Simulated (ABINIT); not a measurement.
# Bi (Im-3m) in ABINIT: equation of state with r2SCAN

Aim: the equation of state of Bi with r2SCAN.

Program: ABINIT 10.8.3 (patched build). These are calculated values, not measurements. Logs are shortened: lines on timing, memory, paths and dates and some standing lists are left out, and cuts for length are marked. The log counts tension as positive stress, the text compression.

### Step 1. The structure

The structure is cubic, space group Im-3m (No. 229). The conventional cell has a = 3.963 Å, b = 3.963 Å, c = 3.963 Å, α = 90.00°, β = 90.00°, γ = 90.00°. Bi (site symmetry m-3m) has 8 Bi at 3.43 Å as nearest neighbours.

This isn't the form of Bi at room conditions, which is rhombohedral.

### Step 2. Equation of state, r2SCAN

run.abi reads:

```
# Datasets: one volume each
ndtset 7
getwfk -1
scalecart1 3*0.9795861087
scalecart2 3*0.9864848297
scalecart3 3*0.9932883884
scalecart4 3*1.0000000000
scalecart5 3*1.0066227096
scalecart6 3*1.0131594038
scalecart7 3*1.0196128224

# Pseudopotentials
pp_dirpath "./"
pseudos "Bi.GGA_PBE-JTH.xml"

# Structure
acell 3*1.0
rprim
    -3.7443610401     3.7443610401     3.7443610401
     3.7443610401    -3.7443610401     3.7443610401
     3.7443610401     3.7443610401    -3.7443610401
ntypat 1
znucl 83
natom 1
typat 1
xred
     0.0000000000     0.0000000000     0.0000000000

# Plane-wave basis
ecut 26.0
pawecutdg 48.0

# k points
kptopt 1
ngkpt 9 9 9
nshiftk 1
shiftk 0.0 0.0 0.0

# Exchange and correlation
ixc -497498
usekden 1
pawxcdev 0

# Bands and occupations
nband 12
occopt 3
tsmear 0.00183747

# SCF cycle
nstep 100
tolvrs 1.0e-7

# Output
iomode 3
prtwf 1
prtden 0
prteig 0
prtebands 0
enunit 2
```

Potentials or basis: JTH PAW PBE v2.0.

Started as:

```
abinit run.abi > log 2>&1
```

run.abo:

```text
.Version 10.8.3 of ABINIT
 DATASET    1 : space group Im -3 m (#229); Bravais cI (body-center cubic)
================================================================================
 Values of the parameters that define the memory need for DATASET  1.
     intxc =       0    ionmov =       0      iscf =      17    lmnmax =      18
     lnmax =       6     mgfft =      30  mpssoang =       3    mqgrid =    3001
     natom =       1  nloc_mem =       2    nspden =       1   nspinor =       1
    nsppol =       1      nsym =      48    n1xccc =       1    ntypat =       1
    occopt =       3   xclevel =       2
       mpw =        1264          nfft =       27000          nkpt =          35
 PAW method is used; the additional fine FFT grid is defined by:
   mgfftf=        40    nfftf =     64000
================================================================================
================================================================================
[... 71 lines left out ...]
 DATASET    7 : space group Im -3 m (#229); Bravais cI (body-center cubic)
================================================================================
 Values of the parameters that define the memory need for DATASET  7.
     intxc =       0    ionmov =       0      iscf =      17    lmnmax =      18
     lnmax =       6     mgfft =      32  mpssoang =       3    mqgrid =    3001
     natom =       1  nloc_mem =       2    nspden =       1   nspinor =       1
    nsppol =       1      nsym =      48    n1xccc =       1    ntypat =       1
    occopt =       3   xclevel =       2
       mpw =        1435          nfft =       32768          nkpt =          35
 PAW method is used; the additional fine FFT grid is defined by:
   mgfftf=        45    nfftf =     91125
================================================================================
================================================================================

--------------------------------------------------------------------------------
------------- Echo of variables that govern the present computation ------------
--------------------------------------------------------------------------------
 -outvars: echo values of preprocessed input variables --------
            acell      1.0000000000E+00  1.0000000000E+00  1.0000000000E+00 Bohr
              amu      2.08980370E+02
             ecut      2.60000000E+01 Hartree
           enunit           2
           getwfk          -1
              ixc     -497498
           jdtset        1    2    3    4    5    6    7
         kptrlatt        9    0    0      0    9    0      0    0    9
          kptrlen1     5.71772775E+01
          kptrlen2     5.75799476E+01
          kptrlen3     5.79770633E+01
          kptrlen4     5.83688121E+01
          kptrlen5     5.87553718E+01
          kptrlen6     5.91369108E+01
          kptrlen7     5.95135892E+01
            natom           1
            nband          12
           ndtset           7
            ngfft1         30      30      30
            ngfft2         30      30      30
[... 46 lines left out ...]
           tsmear      1.83747000E-03 Hartree
            typat      1
          usekden           1
           useylm           1
            znucl       83.00000

================================================================================

 chkinp: Checking input parameters for consistency, jdtset=   1.

 chkinp: Checking input parameters for consistency, jdtset=   2.
[... 36 lines left out ...]
 getcut: wavevector=  0.0000  0.0000  0.0000  ngfft=  40  40  40
         ecut(hartree)=     48.000   => boxcut(ratio)=   2.02006

--- Pseudopotential description ------------------------------------------------
- pspini: atom type   1  psp file is ./Bi.GGA_PBE-JTH.xml
 Pseudopotential format is: paw10
 basis_size (lnmax)=  6 (lmn_size= 18), orbitals=   0   0   1   1   2   2
 Spheres core radius: rc_sph= 2.41230754
 Shapefunction is BESSEL type: shapef(r,l)=aa(1,l)*jl(q(1,l)*r)+aa(2,l)*jl(q(2,l)*r)
 Radius for shape functions =  2.20555141
 Compensation charge density is not taken into account in XC energy/potential

   4.19464370E+02                                ecore*ucvol(ha*bohr**3)
--------------------------------------------------------------------------------

================================================================================

--- !BeginCycle
iteration_state: {dtset: 1, }
solver: {iscf: 17, nstep: 100, nline: 4, wfoptalg: 10, }
tolerances: {tolvrs: 1.00E-07, }
...
[... 1254 lines left out ...]
-Cartesian components of stress tensor (GPa)         [Pressure= -3.2881E+00 GPa]
- sigma(1 1)=  3.28808415E+00  sigma(3 2)=  0.00000000E+00
- sigma(2 2)=  3.28808415E+00  sigma(3 1)=  0.00000000E+00
- sigma(3 3)=  3.28808415E+00  sigma(2 1)=  0.00000000E+00

== END DATASET(S) ==============================================================
================================================================================

 -outvars: echo values of variables after computation  --------
            acell      1.0000000000E+00  1.0000000000E+00  1.0000000000E+00 Bohr
           etotal1    -1.8611328640E+01
           etotal2    -1.8611831001E+01
           etotal3    -1.8612130145E+01
           etotal4    -1.8612246716E+01
           etotal5    -1.8612199091E+01
           etotal6    -1.8611997660E+01
           etotal7    -1.8611668032E+01
            fcart1    -0.0000000000E+00 -0.0000000000E+00 -0.0000000000E+00
            fcart2    -0.0000000000E+00 -0.0000000000E+00 -0.0000000000E+00
            fcart3    -0.0000000000E+00 -0.0000000000E+00 -0.0000000000E+00
            fcart4    -0.0000000000E+00 -0.0000000000E+00 -0.0000000000E+00
            fcart5    -0.0000000000E+00 -0.0000000000E+00 -0.0000000000E+00
            fcart6    -0.0000000000E+00 -0.0000000000E+00 -0.0000000000E+00
            fcart7    -0.0000000000E+00 -0.0000000000E+00 -0.0000000000E+00
            rprim1    -3.6679240608E+00  3.6679240608E+00  3.6679240608E+00
                       3.6679240608E+00 -3.6679240608E+00  3.6679240608E+00
                       3.6679240608E+00  3.6679240608E+00 -3.6679240608E+00
[... 17 lines left out ...]
                       3.8177985282E+00  3.8177985282E+00 -3.8177985282E+00
           strten1    -1.2421456651E-04 -1.2421456651E-04 -1.2421456651E-04
                       0.0000000000E+00  0.0000000000E+00  0.0000000000E+00
           strten2    -7.5123836505E-05 -7.5123836505E-05 -7.5123836505E-05
                       0.0000000000E+00  0.0000000000E+00  0.0000000000E+00
           strten3    -2.9744717162E-05 -2.9744717162E-05 -2.9744717162E-05
                       0.0000000000E+00  0.0000000000E+00  0.0000000000E+00
           strten4     1.1503652025E-05  1.1503652025E-05  1.1503652025E-05
                       0.0000000000E+00  0.0000000000E+00  0.0000000000E+00
           strten5     4.8740756229E-05  4.8740756229E-05  4.8740756229E-05
                       0.0000000000E+00  0.0000000000E+00  0.0000000000E+00
           strten6     8.2151189441E-05  8.2151189441E-05  8.2151189441E-05
                       0.0000000000E+00  0.0000000000E+00  0.0000000000E+00
           strten7     1.1175970883E-04  1.1175970883E-04  1.1175970883E-04
                       0.0000000000E+00  0.0000000000E+00  0.0000000000E+00
 Calculation completed.
```

Run time: 4.4 min. Hardware: 1 thread of Arm Neoverse V2, shared host; peak memory 0.18 GiB.

What came out:

- Equilibrium volume: 31.23 Å³/atom
- Bulk modulus: 57 GPa
- Pressure derivative of the bulk modulus: 4.2 (rough: it moves with the points fitted)

Energy against volume, from the lowest point:
```
volume (Å³/atom)  energy (meV/atom)
          29.250              24.98
          29.872              11.31
          30.495               3.17
          31.117               0.00
          31.739               1.30
          32.362               6.78
          32.984              15.75
```

Caveat: pressures at fixed basis lie under the slope of the energies; the PAW data sets were made with another functional, which shifts forces and pressure a little.
